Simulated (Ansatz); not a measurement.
# Changed inputs in constrained RPA: PtF2 (1T sheet)

What does U in PtF2 (1T sheet) depend on besides the window?

Method: constrained RPA on PBEsol, plane waves, PAW, in Ansatz 0.2.0.

**1. The starting structure**

The cell holds 3 atoms: 1 Pt and 2 F. Its edges and angles: a = 3.574 Å, b = 3.574 Å, c = 29.052 Å, α = 90.0°, β = 90.0°, γ = 120.0°. Vacuum lies along c.

The structure was relaxed with PBEsol. The structure was generated from a model, not taken from a measurement. The runs that relaxed it are not among those shown. The program's search for lower electronic states was switched off, so nothing shows that the state found is the lowest. Spin-orbit coupling is left out unless a step names it. The default PAW set here is soft_2. Its files were made with PBE. The Coulomb interaction is cut off across the vacuum.

**2. Base: Pt eg, bands v1 to c1, 6×6×1 mesh, medium accuracy**

Constrained RPA screens the interaction with every transition except those inside the target bands, which a later many-body model would treat itself.

Contents of input.yaml:

```yaml
crystal:
  lattice:
    - [0.0, 2.52714555, 2.52714555]
    - [2.52714555, -2.52714555, 0.0]
    - [16.77315334, 16.77315334, -16.77315334]
  atoms:
    - { symbol: Pt, position: [0.0, 0.0, 0.3205632404] }
    - { symbol: F, position: [0.3333333333, 0.6666666667, 0.3450912106] }
    - { symbol: F, position: [0.6666666667, 0.3333333333, 0.2960352702] }
  periodic: [true, true, false]
kpoints:
  mp_grid: { grid: [12, 12, 1] }
hamiltonian:
  xc: pbesol
scf:
  occupations: { method: gaussian, width: 0.08 }
  n_extra_bands: 19
  max_iter: 150
  lower_state_search: "off"
output:
  crpa:
    kmesh: [6, 6, 1]
    target_bands: [v1, c1]
    projections: [{ species: Pt, l: d, shell: 5, orbitals: [dz2, dx2-y2] }]
  local_orbitals:
    kmesh: [12, 12, 1]
    orbitals: [{ species: Pt, l: d, shell: 5, orbitals: [dz2, dx2-y2] }]
    window: { bands: [v1, c1] }
    seedname: lo
```

Started as:

```bash
$ ansatz run input.yaml --threads 4 --pin off --max-ram 14745MiB --backend cpu --events-out ev --progress --plain --runs-dir out
```

Numbers of over 12 decimals in the logs are rounded to 6 here.

The program printed:

```text
scf.n_extra_bands = 19 over 16 filled bands (N_el = 32.0): the run solves 35 bands
Engine: ansatz 0.2.0, aarch64-unknown-linux-gnu
Pseudopotentials: kind: paw
Pseudopotential: Pt, paw, valence charge 18, recommended cutoff 420 eV (normal), Pt.paw.azcp
Pseudopotential: F, paw, valence charge 7, recommended cutoff 420 eV (normal), F.paw.azcp
Functional definition: PBEsol
  exchange = pbesol_x
  correlation = pbesol_c
Crystal: 3 atoms, lattice volume = 321.363 Å³
Basis set: ecut = 420 eV, 6175 PW (Γ)
Bands: 35, of which v1, the nominal top of the filled ones, is band 16 counted from 1 (15 counted from 0)
Symmetry: 12 space group operations
Space group: P-3m1 (ITA 164), of the structure as read, at distance tolerance 6.8e-5 Å
k-points: 19 of 144
Non-local potential: Pt, projectors of the file, l = 0: 3, l = 1: 2, l = 2: 2, l = 3: 1
Non-local potential: F, projectors of the file, l = 0: 2, l = 1: 2, l = 2: 1
PAW form: soft (Blöchl's): semilocal exchange-correlation on the pseudo side does not see the compensation charge
PAW frozen core: Pt, regenerated for the run's functional, and the local potential with it (the file was generated under x = pbe(κ = 0.804, μ = 0.219515), c = pbe(β = 0.066725))
PAW frozen core: F, regenerated for the run's functional, and the local potential with it (the file was generated under x = pbe(κ = 0.804, μ = 0.219515), c = pbe(β = 0.066725))
PAW one-centre angular grid: Pt, 590 points (default); XC on 64 Gauss nodes
PAW one-centre angular grid: F, 110 points (default); XC on 64 Gauss nodes
Initial density: superposition of atomic densities (neutral atoms: chi_scale 0, normalization atom), corrected by the library's trained network
Initial wavefunctions: pseudopotential atomic-orbital guess
Functional: x = pbesol(κ = 0.804, μ = 0.123457), c = pbesol(β = 0.046)
SCF iter   1: F=—  HF=-13980.502151 eV  |F-HF|=—  |Δ(HF+E_count)|=         —  Δρ=7.49e-3  dr2=1.31e-1  ethr=1.77e-3  ⟨swp⟩=8.0  Hψ=3920  notcnv=0  defer=165
preconditioner: auto → LDOS  [metal: Δε(μ)=0.021 eV  Ē_g=17.067 eV  σ=0.080 eV  W_gap=0.15  n_scr=16 (ndim 8)  ℏωp=10.1 eV  f_vac=0.847  D(μ)=2.66/eV (n_scr^D=10)  β→1.0]
SCF iter   2: F=—  HF=-13980.484694 eV  |F-HF|=—  |Δ(HF+E_count)|=   1.75e-2  Δρ=3.61e-3  dr2=4.05e-2  ethr=4.09e-4  ⟨swp⟩=3.7  Hψ=1370  notcnv=0  defer=223
SCF iter   3: F=—  HF=-13980.478468 eV  |F-HF|=—  |Δ(HF+E_count)|=   6.23e-3  Δρ=2.63e-3  dr2=1.79e-2  ethr=1.27e-4  ⟨swp⟩=2.8  Hψ=952  notcnv=0  defer=223
SCF iter   4: F=—  HF=-13980.477744 eV  |F-HF|=—  |Δ(HF+E_count)|=   7.24e-4  Δρ=1.21e-3  dr2=4.50e-3  ethr=5.58e-5  ⟨swp⟩=2.8  Hψ=751  notcnv=0  defer=223
SCF iter   5: F=—  HF=-13980.476984 eV  |F-HF|=—  |Δ(HF+E_count)|=   7.60e-4  Δρ=1.80e-4  dr2=1.11e-4  ethr=1.41e-5  ⟨swp⟩=2.6  Hψ=834  notcnv=0  defer=223
SCF iter   6: F=—  HF=-13980.476992 eV  |F-HF|=—  |Δ(HF+E_count)|=   7.83e-6  Δρ=4.11e-5  dr2=5.72e-6  ethr=3.48e-7  ⟨swp⟩=2.8  Hψ=862  notcnv=0  defer=223
SCF iter   7: F=-13980.476994 eV  HF=-13980.476994 eV  |F-HF|=4.68e-8  |Δ(HF+E_count)|=   1.44e-6  Δρ=6.17e-6  dr2=9.34e-8  ethr=3.13e-10  ⟨swp⟩=26.4  Hψ=7138  notcnv=0
SCF 1 converged in 7 iterations: F = -13980.476994 eV  dr2 = 9.34e-8
[...]
NSCF: frozen V_eff on 22 k-points
NSCF: frozen V_eff on 7 k-points
[...]
cRPA screening: q 1/36
cRPA screening: q 2/36
cRPA screening: q 8/36 (q-point 3)
cRPA screening: q 14/36 (q-point 4)
cRPA screening: q 17/36 (q-point 8)
cRPA screening: q 23/36 (q-point 9)
cRPA screening: q 35/36 (q-point 15)
SCF converged after 7 iterations
Free energy (F): -13980.476994 eV
Harris-Foulkes:  -13980.476994 eV  (|F-HF|=4.68e-8)
Internal energy: -13980.468938 eV  (E = F + TS)
E sigma→0 (E₀):  -13980.472966 eV
Entropy (-TS):   -0.008056 eV (-2.685 meV/atom)
Fermi energy:    -5.527404 eV
--- Per-component energies (eV) ---
  E_band       = -873.427170
  E_kinetic    = 1044.640348
  E_local      = -57630.339846  (includes V_loc(G=0)·N_el)
  E_nonlocal   = 354.665503
  E_hartree    = 28138.553639
  E_xc         = -412.325584
  E_vxc        = -498.228635  (∫ρ·V_xc dr)
  E_paw        = -9703.163100  (= ΣΔE_a)
  E_vpaw       = -421.286744  (= ΣTr[D̂ρ^β])
  E_aug_tail   = 0.004002  (compensation charges beyond the density's cutoff)
  E_ewald      = 24227.124234
  E_core_change = 0.371866  (= ΣΔE_core)
  E_smearing   = -0.008056  (= −TS)
  E_closure    = 0.000000  (closes the sum)
  Σ components = -13980.476994   (vs F -13980.476994, Δ=0.00e0)
--- Band table (eV; the first three rows and the last of 19) ---
  k-point 0: bands = [... 12 lower, -7.6025, -7.6025, -6.7090, -4.6252, -4.6252, -4.1131, -1.1910, -0.0416, ... 15 higher]
  k-point 1: bands = [... 12 lower, -7.5633, -7.5397, -6.7147, -4.7730, -4.6811, -3.9397, -1.0759, 0.0653, ... 15 higher]
  k-point 2: bands = [... 12 lower, -7.4751, -7.4059, -6.7681, -5.1646, -4.8227, -3.4301, -0.7550, 0.3846, ... 15 higher]
  k-point 18: bands = [... 12 lower, -7.3065, -7.1419, -7.1419, -6.1961, -6.1961, -0.2200, 2.1244, 3.2651, ... 15 higher]
  the weakly bound empty levels are not read free of the cell's end (no_gap_told)
--- cRPA (band scheme, projected local orbitals): target bands 16..17 (1-based), 2 Wannier function(s), 6×6×1 mesh, 34 bands' worth read of 39 solved, ecut_chi 136.0 eV, v(q+G=0) probe_charge, pair densities all_electron ---
  bands read: the sum over 34 bands ends inside a degenerate multiplet in 2 slots, whose members it reads at an even weight; the widest, k=14: bands 34 to 35 (counted from 1) at 1/2 each
  χ-basis size per q: N_G = 1142..1190
  window electrons = 2.0000, filled by tetrahedron_uncorrected; constrained ε̄⁻¹(q = 0, 0) head = 0.788362; min gauge Gram eig = 0.2786
  Kanamori averages over each shell's own Wannier functions (sites counted from 0, functions from 1):
    Site 0, 5D, 2 of 5 d orbitals (Wannier functions 1, 2; wannier90's mr 1, 4):
      screened: U = 4.5447 eV, U' = 3.8864 eV, J = 0.3291 eV
      screened, to within: U = 1.1e-2 eV, U' = 1.1e-2 eV, J = 5.0e-4 eV
      bare: V = 12.3245 eV, V' = 11.2563 eV, J = 0.5341 eV
  Hermiticity witness max|P − P†| over intra, direct and exchange elements: 4.67e-17 eV (screened), 1.38e-17 eV (bare)
  Reality witness max|Im| over intra, direct and exchange elements: 2.82e-17 eV (screened), 6.26e-17 eV (bare)
```

The job ended after 71 s (4 threads of Arm Neoverse V2, shared host; peak memory 1.6 GiB; 4.5 min of CPU time).

Reading the cycles: dr2 is the Hartree energy of the density residual (eV), the measure of convergence; HF is the Harris–Foulkes estimate of the energy, which meets the free energy F at convergence.

This step gave:

```yaml
u: 4.545 eV
u_prime_inter_orbital: 3.886 eV
j: 0.3291 eV
bare_v: 12.32 eV
bare_j: 0.5341 eV
stated_bound_on_u: 0.01007 eV
u_over_bare_v: 0.3688
electrons_in_the_window: 2.000
head_of_the_constrained_inverse_dielectric_matrix: 0.7884
least_eigenvalue_of_the_projection_s_overlap: 0.2786
target_functions: 2
bands_in_the_sums: 34
r_m_s_miss_of_the_model_bands: 2.55e-4 eV
width_of_the_target_bands: 1.961 eV
weight_of_the_projected_orbitals_in_the_window: 0.7238
```

On the Pt eg shell, screening brings the on-site interaction from 12.3 eV down to U = 4.54 eV.

**3. Changed: 9×9×1 mesh**

input.yaml: that of step 2 with these lines changed.

```diff
@@ -21,9 +21,4 @@
   crpa:
-    kmesh: [6, 6, 1]
+    kmesh: [9, 9, 1]
     target_bands: [v1, c1]
     projections: [{ species: Pt, l: d, shell: 5, orbitals: [dz2, dx2-y2] }]
-  local_orbitals:
-    kmesh: [12, 12, 1]
-    orbitals: [{ species: Pt, l: d, shell: 5, orbitals: [dz2, dx2-y2] }]
-    window: { bands: [v1, c1] }
-    seedname: lo
```

The program printed:

```text
[...]
Crystal: 3 atoms, lattice volume = 321.363 Å³
Basis set: ecut = 420 eV, 6175 PW (Γ)
Bands: 35, of which v1, the nominal top of the filled ones, is band 16 counted from 1 (15 counted from 0)
Symmetry: 12 space group operations
[...]
k-points: 19 of 144
[...]
SCF iter   1: F=—  HF=-13980.502151 eV  |F-HF|=—  |Δ(HF+E_count)|=         —  Δρ=7.49e-3  dr2=1.31e-1  ethr=1.77e-3  ⟨swp⟩=8.0  Hψ=3920  notcnv=0  defer=165
[...]
SCF iter   7: F=-13980.476994 eV  HF=-13980.476994 eV  |F-HF|=4.68e-8  |Δ(HF+E_count)|=   1.44e-6  Δρ=6.17e-6  dr2=9.34e-8  ethr=3.13e-10  ⟨swp⟩=26.4  Hψ=7138  notcnv=0
SCF 1 converged in 7 iterations: F = -13980.476994 eV  dr2 = 9.34e-8
[...]
NSCF: frozen V_eff on 12 k-points
[...]
cRPA screening: q 1/81
cRPA screening: q 2/81
cRPA screening: q 8/81 (q-point 3)
cRPA screening: q 14/81 (q-point 4)
cRPA screening: q 20/81 (q-point 5)
[...]
Internal energy: -13980.468938 eV  (E = F + TS)
E sigma→0 (E₀):  -13980.472966 eV
Entropy (-TS):   -0.008056 eV (-2.685 meV/atom)
Fermi energy:    -5.527404 eV
[...]
--- Band table (eV; the first three rows and the last of 19) ---
  k-point 0: bands = [... 12 lower, -7.6025, -7.6025, -6.7090, -4.6252, -4.6252, -4.1131, -1.1910, -0.0416, ... 15 higher]
  k-point 1: bands = [... 12 lower, -7.5633, -7.5397, -6.7147, -4.7730, -4.6811, -3.9397, -1.0759, 0.0653, ... 15 higher]
  k-point 2: bands = [... 12 lower, -7.4751, -7.4059, -6.7681, -5.1646, -4.8227, -3.4301, -0.7550, 0.3846, ... 15 higher]
  k-point 18: bands = [... 12 lower, -7.3065, -7.1419, -7.1419, -6.1961, -6.1961, -0.2200, 2.1244, 3.2651, ... 15 higher]
  the weakly bound empty levels are not read free of the cell's end (no_gap_told)
[...]
χ-basis size per q: N_G = 1135..1188
[...]
Site 0, 5D, 2 of 5 d orbitals (Wannier functions 1, 2; wannier90's mr 1, 4):
      screened: U = 4.5396 eV, U' = 3.8843 eV, J = 0.3276 eV
      screened, to within: U = 8.9e-3 eV, U' = 8.9e-3 eV, J = 4.4e-4 eV
      bare: V = 12.2744 eV, V' = 11.2100 eV, J = 0.5322 eV
[...]
[key lines of the parts left out:]
SCF converged after 7 iterations
Free energy (F): -13980.476994 eV
```

Elapsed: 3.3 min, on 4 threads; peak memory 1.8 GiB; 13 min of CPU time.

Numbers from this step:

* U: 4.540 eV
* U prime (inter-orbital): 3.884 eV
* J: 0.3276 eV
* bare V: 12.27 eV
* bare J: 0.5322 eV
* stated bound on U: 0.008860 eV
* U over bare V: 0.3698
* electrons in the window: 2.000
* head of the constrained inverse dielectric matrix: 0.8084
* least eigenvalue of the projection's overlap: 0.3336
* target functions: 2
* bands in the sums: 34
* width of the target bands: 1.961 eV
* weight of the projected orbitals in the window: 0.7238

On the Pt eg shell, screening brings the on-site interaction from 12.3 eV down to U = 4.54 eV.

**4. Changed: 3×3×1 mesh**

input.yaml: that of step 3 with these lines changed.

```diff
@@ -21,3 +21,3 @@
   crpa:
-    kmesh: [9, 9, 1]
+    kmesh: [3, 3, 1]
     target_bands: [v1, c1]
```

The program printed:

```text
[...]
Crystal: 3 atoms, lattice volume = 321.363 Å³
Basis set: ecut = 420 eV, 6175 PW (Γ)
Bands: 35, of which v1, the nominal top of the filled ones, is band 16 counted from 1 (15 counted from 0)
Symmetry: 12 space group operations
[...]
k-points: 19 of 144
[...]
the weakly bound empty levels are not read free of the cell's end (no_gap_told)
[...]
χ-basis size per q: N_G = 1146..1177
[...]
Site 0, 5D, 2 of 5 d orbitals (Wannier functions 1, 2; wannier90's mr 1, 4):
      screened: U = 4.6940 eV, U' = 4.0185 eV, J = 0.3378 eV
      screened, to within: U = 1.3e-2 eV, U' = 1.3e-2 eV, J = 5.2e-4 eV
      bare: V = 12.5846 eV, V' = 11.4850 eV, J = 0.5498 eV
[...]
[key lines of the parts left out:]
SCF converged after 7 iterations
Free energy (F): -13980.476994 eV
Fermi energy:    -5.527404 eV
```

Run time: 21 s. Hardware: 4 threads; peak memory 1.5 GiB; 77 s of CPU time.

Numbers from this step:

```
U                                                 : 4.694 eV
U prime (inter-orbital)                           : 4.018 eV
J                                                 : 0.3378 eV
bare V                                            : 12.58 eV
bare J                                            : 0.5498 eV
stated bound on U                                 : 0.01293 eV
U over bare V                                     : 0.3730
electrons in the window                           : 2.000
head of the constrained inverse dielectric matrix : 0.7692
least eigenvalue of the projection's overlap      : 0.5362
target functions                                  : 2
bands in the sums                                 : 34
width of the target bands                         : 1.961 eV
weight of the projected orbitals in the window    : 0.7238
```

On the Pt eg shell, screening brings the on-site interaction from 12.6 eV down to U = 4.69 eV.

**5. Changed: accuracy high**

input.yaml: that of step 4 with these lines changed.

```diff
@@ -21,4 +21,5 @@
   crpa:
-    kmesh: [3, 3, 1]
+    kmesh: [6, 6, 1]
     target_bands: [v1, c1]
     projections: [{ species: Pt, l: d, shell: 5, orbitals: [dz2, dx2-y2] }]
+    accuracy: high
```

The program printed:

```text
[...]
Crystal: 3 atoms, lattice volume = 321.363 Å³
Basis set: ecut = 420 eV, 6175 PW (Γ)
Bands: 35, of which v1, the nominal top of the filled ones, is band 16 counted from 1 (15 counted from 0)
Symmetry: 12 space group operations
[...]
k-points: 19 of 144
[...]
the weakly bound empty levels are not read free of the cell's end (no_gap_told)
[...]
χ-basis size per q: N_G = 1142..1190
[...]
Site 0, 5D, 2 of 5 d orbitals (Wannier functions 1, 2; wannier90's mr 1, 4):
      screened: U = 4.5450 eV, U' = 3.8867 eV, J = 0.3292 eV
      screened, to within: U = 1.3e-3 eV, U' = 1.3e-3 eV, J = 5.1e-5 eV
      bare: V = 12.3245 eV, V' = 11.2563 eV, J = 0.5341 eV
[...]
[key lines of the parts left out:]
SCF converged after 7 iterations
Free energy (F): -13980.476994 eV
Fermi energy:    -5.527404 eV
```

Elapsed: 86 s, on 4 threads; peak memory 1.7 GiB.

This step gave:

| Item | Value |
| --- | --- |
| U | 4.545 eV |
| U prime (inter-orbital) | 3.887 eV |
| J | 0.3292 eV |
| bare V | 12.32 eV |
| bare J | 0.5341 eV |
| stated bound on U | 0.001300 eV |
| U over bare V | 0.3688 |
| electrons in the window | 2.000 |
| head of the constrained inverse dielectric matrix | 0.7884 |
| least eigenvalue of the projection's overlap | 0.2786 |
| target functions | 2 |
| bands in the sums | 34 |
| width of the target bands | 1.961 eV |
| weight of the projected orbitals in the window | 0.7238 |

On the Pt eg shell, screening brings the on-site interaction from 12.3 eV down to U = 4.54 eV.

**6. Changed: accuracy low**

input.yaml: that of step 5 with these lines changed.

```diff
@@ -24,2 +24,2 @@
     projections: [{ species: Pt, l: d, shell: 5, orbitals: [dz2, dx2-y2] }]
-    accuracy: high
+    accuracy: low
```

The program printed:

```text
[...]
Crystal: 3 atoms, lattice volume = 321.363 Å³
Basis set: ecut = 420 eV, 6175 PW (Γ)
Bands: 35, of which v1, the nominal top of the filled ones, is band 16 counted from 1 (15 counted from 0)
Symmetry: 12 space group operations
[...]
k-points: 19 of 144
[...]
the weakly bound empty levels are not read free of the cell's end (no_gap_told)
[...]
χ-basis size per q: N_G = 1142..1190
[...]
Site 0, 5D, 2 of 5 d orbitals (Wannier functions 1, 2; wannier90's mr 1, 4):
      screened: U = 4.5409 eV, U' = 3.8829 eV, J = 0.3290 eV
      screened, to within: U = 1.1e-1 eV, U' = 1.1e-1 eV, J = 4.7e-3 eV
      bare: V = 12.3245 eV, V' = 11.2563 eV, J = 0.5341 eV
[...]
[key lines of the parts left out:]
SCF converged after 7 iterations
Free energy (F): -13980.476994 eV
Fermi energy:    -5.527404 eV
```

Run time: 48 s. Hardware: 4 threads; peak memory 1.6 GiB.

Numbers from this step:

```yaml
u: 4.541 eV
u_prime_inter_orbital: 3.883 eV
j: 0.3290 eV
bare_v: 12.32 eV
bare_j: 0.5341 eV
stated_bound_on_u: 0.1090 eV
u_over_bare_v: 0.3684
electrons_in_the_window: 2.000
head_of_the_constrained_inverse_dielectric_matrix: 0.7884
least_eigenvalue_of_the_projection_s_overlap: 0.2786
target_functions: 2
bands_in_the_sums: 34
width_of_the_target_bands: 1.961 eV
weight_of_the_projected_orbitals_in_the_window: 0.7238
```

On the Pt eg shell, screening brings the on-site interaction from 12.3 eV down to U = 4.54 eV.

**7. Changed: spin-orbit coupling, which the program doesn't serve**

This step: constrained RPA on PBEsol with spin-orbit coupling, plane waves, PAW.

input.yaml: that of step 6 with these lines changed.

```diff
@@ -19,2 +19,5 @@
   lower_state_search: "off"
+magnetization:
+  noncollinear: true
+  spin_orbit: true
 output:
@@ -24,2 +27 @@
     projections: [{ species: Pt, l: d, shell: 5, orbitals: [dz2, dx2-y2] }]
-    accuracy: low
```

The program printed:

```text
Error: output.crpa with magnetization.noncollinear: true — the cRPA pipeline runs scalar-band solve channels only (unpolarised or collinear) — spinor oscillator elements are not implemented; use a collinear or unpolarised deck, or drop the output.crpa: request
```

Elapsed: 0.01 s, on 4 threads; peak memory 0.031 GiB.

The program refused the input before any cycle.

The program's message: “Error: output.crpa with magnetization.noncollinear: true — the cRPA pipeline runs scalar-band solve channels only (unpolarised or collinear) — spinor oscillator elements are not implemented; use a col …”

The fault put into this input: spin-orbit coupling, which the program doesn't serve.

[end of part 1 of 2]

[Paths, hosts, dates, memory and timing lines, banners, echoed tables and standing remarks are left out of the program output.]

[Logs are printed without paths, hosts, clocks, repeated set-up lines and the standing remarks that a program may print on its own settings, such as how far it seeks lower states.]

[Runs of the session that timed out or met a known fault of the program may be left out.]

[Hosts, paths, dates, database ids (printed as entryN), source tags and the programs' standing remarks are cut or masked in the printed files.]
